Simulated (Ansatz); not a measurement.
## Pd: pressure against volume scale

Periodic Kohn-Sham DFT of a crystal at fixed atoms, scaled to volume_scale times the given cell; pressure positive in compression, energy less spherical unpolarised free atoms, largest_vzz the field gradient of largest size among the nuclei. The results are calculated, by Ansatz 0.2.0.

The cell before it is scaled or strained (space group Fm-3m, No. 225):
```
cell vectors (Å)
   0.0000     1.9449     1.9449
   1.9449     0.0000     1.9449
   1.9449     1.9449     0.0000
atoms (fractions of the cell vectors)
Pd  0.00000  0.00000  0.00000
```

Settings of every row: method frozen-core PAW; functional PBE; relativity scalar; k mesh 18x18x18; filling fermi-dirac; smearing width 0.05 eV; wave cutoff 420 eV; paw set soft_2.

Atom start moment: 0 on all atoms.

```csv
row,volume scale,V (Å³/atom),pressure (GPa)
1,0.94,13.831,22.801
2,0.99,14.567,9.761
3,1,14.714,7.605
4,1.01,14.861,?
5,1.06,15.597,-2.858
```

Question: what pressure should row 4 give?

Worked fit of pressure. Take u = (V_r/V)^(2/3) − 1 with V_r = 14.64 Å³ an atom, which is twice the finite (Eulerian) strain; such expansions in the strain, on which the Birch-Murnaghan equation of state is built, carry the rest volume and the bulk modulus. The shown rows have u = 0.03862, 0.00334, -0.00336, -0.04134. Least squares give pressure = 8.6741 + 323.837 × u + 1085.95 × u² GPa; a straight line predicts inner rows, each left out in turn, worse (root mean square 1.2 against 0.014 GPa). The rows lie off it by 0.001, -0.007, 0.007, -0.001 (root mean square 0.005 GPa). The pressure vanishes at u = -0.0298, or V = 15.32 Å³ an atom, and there the bulk modulus at fixed shape and fractions is B = −V dP/dV = (2/3)(1 + u) dP/du = 168 GPa. The withheld row has u = -0.00994, so the fit gives 8.6741 + 323.837 × (-0.00994) + 1085.95 × (-0.00994)² = 5.562 GPa.

The calculation gave 5.578 GPa. The fit lies 0.016 GPa (0.062 % of the column's range) below it; its largest miss of a shown row is 0.007 GPa.
